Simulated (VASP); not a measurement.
# Cs (I4/mmm) in VASP: further runs

Runs on Cs. Level: PBE. Tasks: single point.

Everything below comes from runs of VASP 6.6.1. Logs are shortened: lines on timing, memory, paths and dates and some standing lists are left out, and cuts for length are marked.

## (1) The structure

The structure is tetragonal, space group I4/mmm (No. 139). The conventional cell has a = 5.500 Å, b = 5.500 Å, c = 8.194 Å, α = 90.00°, β = 90.00°, γ = 90.00°.

This isn't the form of Cs at room conditions, which is bcc.

## (2) Single point, PBE

Contents of INCAR:

```
PREC = Accurate
ENCUT = 250
EDIFF = 1E-6
ISMEAR = 1
SIGMA = 0.15
LREAL = False
LASPH = True
NELM = 100
ALGO = Normal
ISIF = 2
LWAVE = False
LCHARG = False
GGA = PE
NBANDS = 10
ADDGRID = False
```

Contents of KPOINTS:

```
regular mesh
0
Gamma
  6 6 6
```

Contents of POSCAR:

```
Cs
1.0
   -2.7500754600      2.7500754600      4.0972389800
    2.7500754600     -2.7500754600      4.0972389800
    2.7500754600      2.7500754600     -4.0972389800
Cs
1
Direct
    0.0000000000      0.0000000000      0.0000000000
```

Potentials or basis: VASP PAW PBE potentials, release 64 (Cs_sv).

On the command line:

```bash
cat potpaw_PBE.64/Cs_sv/POTCAR > POTCAR
mpirun -np 1 vasp_std > vasp.out
```

OUTCAR:

```text
PREC = Accurate
   ENCUT = 250
   EDIFF = 1E-6
   ISMEAR = 1
   LREAL = False
   LASPH = True
   NELM = 100
   ISIF = 2
   GGA = PE

 Found     30 irreducible k-points:

 Following reciprocal coordinates:
            Coordinates               Weight
  0.000000  0.000000  0.000000      1.000000
  0.166667 -0.000000  0.000000      8.000000
  0.333333  0.000000  0.000000      8.000000
  0.500000 -0.000000  0.000000      4.000000
  0.166667  0.166667  0.000000      8.000000
  0.333333  0.166667  0.000000     16.000000
   k-points           NKPTS =     30   k-points in BZ     NKDIM =     30   number of bands    NBANDS=     10
   number of dos      NEDOS =    301   number of ions     NIONS =      1
   total plane-waves  NPLWV =  27000
   dimension x,y,z NGX =    30 NGY =   30 NGZ =   30
   dimension x,y,z NGXF=    60 NGYF=   60 NGZF=   60
   ions per type =               1
   NGX,Y,Z   is equivalent  to a cutoff of   8.83,  8.83,  8.83 a.u.
   NGXF,Y,Z  is equivalent  to a cutoff of  17.66, 17.66, 17.66 a.u.
 SYSTEM =  unknown system
   PREC   = accura    normal or accurate (medium, high low for compatibility)
   ISTART =      0    job   : 0-new  1-cont  2-samecut
   ICHARG =      2    charge: 1-file 2-atom 10-const
   ISPIN  =      1    spin polarized calculation?
   LNONCOLLINEAR =      F non collinear calculations
   LSORBIT =      F    spin-orbit coupling
   LASPH  =      T    aspherical Exc in radial PAW
   ENCUT  =  250.0 eV  18.37 Ry    4.29 a.u.   7.28  7.28  7.28*2*pi/ulx,y,z
   NELM   =    100;   NELMIN=  2; NELMDL= -5     # of ELM steps
   EDIFF  = 0.1E-05   stopping-criterion for ELM
   LREAL  =      F    real-space projection
   EDIFFG = 0.1E-04   stopping-criterion for IOM
   NSW    =      0    number of steps for IOM
   IBRION =     -1    ionic relax: 0-MD 1-quasi-New 2-CG
   NFREE  =      0    steps in history (QN), initial steepest desc. (CG)
   ISIF   =      2    stress and relaxation
   ISYM   =      2    0-nonsym 1-usesym 2-fastsym
   POTIM  = 0.5000    time-step for ionic-motion
   TEBEG  =    0.0;   TEEND  =   0.0 temperature during run
   PSTRESS=    0.0 pullay stress
   NELECT =       9.0000    total number of electrons
   NUPDOWN=      -1.0000    fix difference up-down
   EMIN   =  10.00;   EMAX   =-10.00  energy-range for DOS
   EFERMI =   0.00;   METHOD = LEGACY
   ISMEAR =     1;   SIGMA  =   0.15  broadening in eV -4-tet -1-fermi 0-gaus
   EFERMI_NEDOS =   21; number of points for ismear=-14 and -15
   IALGO  =     38    algorithm
   IMIX   =      4    mixing-type and parameters
     AMIX     =   0.40;   BMIX     =  1.00
     AMIX_MAG =   1.60;   BMIX_MAG =  1.00
  volume/ion in A,a.u.               =     123.95       836.44
  Fermi-wavevector in a.u.,A,eV,Ry     =   0.682981  1.290648  6.346621  0.466463
  Thomas-Fermi vector in A             =   1.762213
   LORBIT       =      0    0 simple, 1 ext, 2 COOP (PROOUT), +10 PAW based schemes
   GGA     = PE    functional components
   LHFCALC =     F    Hartree Fock is set to
   AEXX    =    0.0000 exact exchange contribution
   IVDW    =     0    specifies the selected vdW correction
   LEPSILON=     F    determine dielectric tensor
   LRPA    =     F    only Hartree local field effects (RPA)
 non-spin polarized calculation
 Methfessel and Paxton  Order N= 1 SIGMA  =   0.15
  energy-cutoff  :      250.00
  volume of cell :      123.95
 maximum number of plane-waves:      1131
 NGX is ok and might be reduce to    30

 number of electron       9.0000008 magnetization

 Free energy of the ion-electron system (eV)
  ---------------------------------------------------
  ext. energy  EPLUGINS =         0.00000000
  ---------------------------------------------------
  free energy    TOTEN  =        -0.83890715 eV

  energy without entropy =       -0.83797416  energy(sigma->0) =       -0.83859615

 E-fermi :   0.2511     XC(G=0):  -5.2232

 val. band max:        0.2491546758   @ k =  -0.3333   0.3333   0.1667
 cond. band min:       0.2655540768   @ k =   0.5000  -0.0000   0.0000
 fundamental gap:      0.0163994010
 Fermi energy:         0.2511372295

 k-point     1 :       0.0000    0.0000    0.0000
  band No.  band energies     occupation
      1     -23.6193      2.00000
      2     -10.3791      2.00000
      3     -10.3780      2.00000
      4     -10.3780      2.00000
      5      -1.3301      2.00000
      6       2.5767     -0.00000
      7       2.7383     -0.00000
      8       2.7383     -0.00000
      9       3.5212      0.00000
     10       3.8411      0.00000

 k-point     2 :       0.1667   -0.0000    0.0000
  band No.  band energies     occupation
      1     -23.6180      2.00000
      2     -10.4051      2.00000
      3     -10.3833      2.00000
      4     -10.3806      2.00000
      5      -1.0655      2.00000
      6       2.2336     -0.00000
      7       2.7020     -0.00000
      8       2.8458     -0.00000
      9       3.4233      0.00000
     10       3.6428      0.00000

 k-point     3 :       0.3333    0.0000    0.0000
  band No.  band energies     occupation
      1     -23.6159      2.00000
      2     -10.4575      2.00000
      3     -10.3924      2.00000
      4     -10.3859      2.00000
      5      -0.3701      2.00000
      6       1.5192     -0.00000
      7       2.5558     -0.00000
      8       2.7760     -0.00000
      9       3.8610      0.00000
     10       3.8897      0.00000

 k-point     4 :       0.5000   -0.0000    0.0000
  band No.  band energies     occupation
      1     -23.6149      2.00000
      2     -10.4832      2.00000
      3     -10.3970      2.00000
      4     -10.3885      2.00000
      5       0.2656      0.83815
      6       0.9733     -0.00000
      7       2.4355     -0.00000
      8       2.6587     -0.00000
      9       4.3651      0.00000
     10       4.4141      0.00000

 k-point     5 :       0.1667    0.1667    0.0000
  band No.  band energies     occupation
      1     -23.6167      2.00000
      2     -10.4273      2.00000
      3     -10.3995      2.00000
      4     -10.3858      2.00000
      5      -0.6618      2.00000
      6       1.9309     -0.00000
      7       2.4260     -0.00000
      8       3.0381     -0.00000
      9       3.0467     -0.00000
     10       3.9810      0.00000

 k-point     6 :       0.3333    0.1667    0.0000
  band No.  band energies     occupation
      1     -23.6149      2.00000
      2     -10.4626      2.00000
      3     -10.4111      2.00000
      4     -10.3949      2.00000
      5       0.1016      2.04955
      6       1.3631     -0.00000
      7       2.1269     -0.00000
      8       2.7454     -0.00000
      9       3.7358      0.00000
     10       4.3094      0.00000

 [... further k-points ...]

------------------------ aborting loop because EDIFF is reached ----------------------------------------

  FORCE on cell =-STRESS in cart. coord.  units (eV):
  Direction    XX          YY          ZZ          XY          YZ          ZX
  --------------------------------------------------------------------------------------
  -------------------------------------------------------------------------------------
  Total       -0.0750622     -0.0750622     -0.0894662      0.0000000      0.0000000      0.0000000
  in kB       -0.9702678     -0.9702678     -1.1564554      0.0000000      0.0000000      0.0000000
  external PRESSURE =      -1.0323303 kB  Pullay stress =       0.0000000 kB

 VOLUME and BASIS-vectors are now :
 -----------------------------------------------------------------------------
  energy-cutoff  :      250.00
  volume of cell :      123.95
      direct lattice vectors                 reciprocal lattice vectors
    -2.750075460  2.750075460  4.097238980     0.000000000  0.181813193  0.122033399
     2.750075460 -2.750075460  4.097238980     0.181813193  0.000000000  0.122033399
     2.750075460  2.750075460 -4.097238980     0.181813193  0.181813193  0.000000000

 POSITION                                       TOTAL-FORCE (eV/Angst)
 -----------------------------------------------------------------------------------
      0.00000      0.00000      0.00000        -0.000000      0.000000     -0.000000
 -----------------------------------------------------------------------------------
    total drift:                                0.000000     -0.000000      0.000000

  FREE ENERGIE OF THE ION-ELECTRON SYSTEM (eV)
  ---------------------------------------------------
  free  energy   TOTEN  =        -0.8389071495 eV

  energy  without entropy=       -0.8379741566  energy(sigma->0) =       -0.83859615
```

It took 7 s on 1 thread of Intel Xeon Platinum 8488C (Sapphire Rapids), shared host; peak memory 0.16 GiB.

These settings aren't checked as converged: the numbers below hold their error.

Results:

```
Free energy            : -0.8389 eV
Band gap on the k mesh : none (metal or under the smearing width)
```

Caveat: the cutoff is under 1.25 times the usual one of these potentials, so pressure, stress and relaxed cells hold a basis-set (Pulay) error.

## (3) Single point, PBE

This run uses another cell than the first one, of the same volume but with other edges.

INCAR is that of step 2.

KPOINTS is that of step 2.

Contents of POSCAR:

```
Cs
1.0
   -2.6528630000      2.7200140000      3.9488130000
    2.8833600000     -2.6988260000      4.0893020000
    2.7318000000      2.7777640000     -3.9345920000
Cs
1
Direct
    0.0073440000      0.0133040000      0.0001460000
```

Potentials or basis: VASP PAW PBE potentials, release 64 (Cs_sv).

On the command line:

```bash
cat potpaw_PBE.64/Cs_sv/POTCAR > POTCAR
mpirun -np 1 vasp_std > vasp.out
```

It took 18 s on 1 thread of Intel Xeon Platinum 8488C (Sapphire Rapids), shared host; peak memory 0.18 GiB.

These settings aren't checked as converged: the numbers below hold their error.

Results:

- Free energy: -0.8379 eV
- Band gap on the k mesh: none (metal or under the smearing width)

Caveat: the cutoff is under 1.25 times the usual one of these potentials, so pressure, stress and relaxed cells hold a basis-set (Pulay) error.

(Continued in part 2 of 2.)
